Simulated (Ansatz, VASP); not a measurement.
## Bi: VASP beside Ansatz

Contents of INCAR:

```
SYSTEM = Bi
ALGO = Normal
EDIFF = 1E-6
ENCUT = 520
GGA = PS
ISIF = 2
ISMEAR = 0
LASPH = .TRUE.
LCHARG = .FALSE.
LREAL = .FALSE.
LWAVE = .FALSE.
NBANDS = 22
NELM = 100
PREC = Accurate
SIGMA = 0.1
```

Contents of KPOINTS:

```
k-points
0
G
  9 9 4
  0 0 0
```

File POSCAR:

```
Bi
1.0
    4.4394600231      0.0000000000      0.0000000000
   -2.2197300116      3.8446851592      0.0000000000
    0.0000000000      0.0000000000     11.9244600300
Bi
2
Direct
    0.3333333333      0.6666666667      0.2500000000
    0.6666666667      0.3333333333      0.7500000000
```

Input for Ansatz:

```yaml
crystal:
  lattice:
    - [4.4394600231, 0.0, 0.0]
    - [-2.2197300116, 3.8446851592, 0.0]
    - [0.0, 0.0, 11.92446003]
  atoms:
    - { symbol: Bi, position: [0.3333333333, 0.6666666667, 0.25] }
    - { symbol: Bi, position: [0.6666666667, 0.3333333333, 0.75] }
basis:
  ecutwfc: 420
kpoints:
  mp_grid: { grid: [9, 9, 4] }
hamiltonian:
  xc: pbesol
scf:
  occupations: { method: gaussian, width: 0.1 }
output:
  forces: true
  stress: true
  eigenvalues: true
  populations: true
```

Alike in both runs: task single point; functional PBEsol; k mesh 9 × 9 × 4; occupations gaussian, width 0.1 eV; no spin polarisation.

|  | VASP | Ansatz |
| --- | --- | --- |
| version | VASP 6.6.1 | Ansatz 0.2.0 |
| potentials or method | VASP PAW PBE potentials, release 64 (Bi_d) | scalar-relativistic, plane waves, PAW |
| plane-wave cutoff (eV) | 520 | 420 |
| valence electrons in the cell | 30 | 30 |

|  | VASP | Ansatz | Ansatz less VASP |
| --- | --- | --- | --- |
| gap on the k mesh at the Fermi level (eV) | none | none | - |
| pressure (GPa) | -3.8 | -3.8 | +0.02 |
| largest component of the traceless stress (GPa) | 3.45 | 3.45 | +0.003 |

A gap of «none» marks a metal or a gap that the smearing closes. With one functional, cell and mesh, what is left measures potentials, basis and numerics.

Caveats: the PAW data sets were made with another functional, which shifts forces and pressure a little (VASP); spin-orbit coupling is left out, which moves the levels of the heavy elements.
